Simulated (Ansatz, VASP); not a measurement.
## HfC in VASP and in Ansatz

```
Hf C
1.0
     0.00000    2.32500    2.32500
     2.32500    0.00000    2.32500
     2.32500    2.32500    0.00000
Hf C
1 1
Cartesian
  2.3250 2.3250 2.3250
  0.0000 0.0000 0.0000
```

Alike in both runs: task relaxation of cell and atoms; functional BLYP; k mesh 10 × 10 × 10; occupations fermi-dirac, width 0.05 eV; no spin polarisation.

|  | VASP | Ansatz |
| --- | --- | --- |
| version | VASP 6.6.1 | Ansatz 0.2.0 |
| potentials or method | VASP PAW PBE potentials, release 64 (Hf_pv, C) | Ansatz PAW |
| plane-wave cutoff (eV) | 600 | 420 |
| valence electrons in the cell | 14 | 30 |

```csv
,VASP,Ansatz,Ansatz less VASP
relaxed volume (Å³/atom),12.98,12.98,+0.001
relaxed cell length with the largest relative difference (Å),3.323,3.324,+0.0001
energy change over the relaxation (meV/atom),-9,-9,-0.2
```

The two sets of potentials don't hold the same shells in valence.

Caveats: the PAW data sets were made with another functional, which shifts forces and pressure a little (VASP); the plane-wave basis is chosen anew once the cell has moved, so the energies of steps on either side of that aren't comparable (Ansatz); the PAW data sets come from PBE, with cores solved anew for the run's functional, which leaves a small shift of forces and pressure (Ansatz). BLYP gives volumes clearly too large for solids. Zero-point motion and thermal expansion aren't in these numbers.
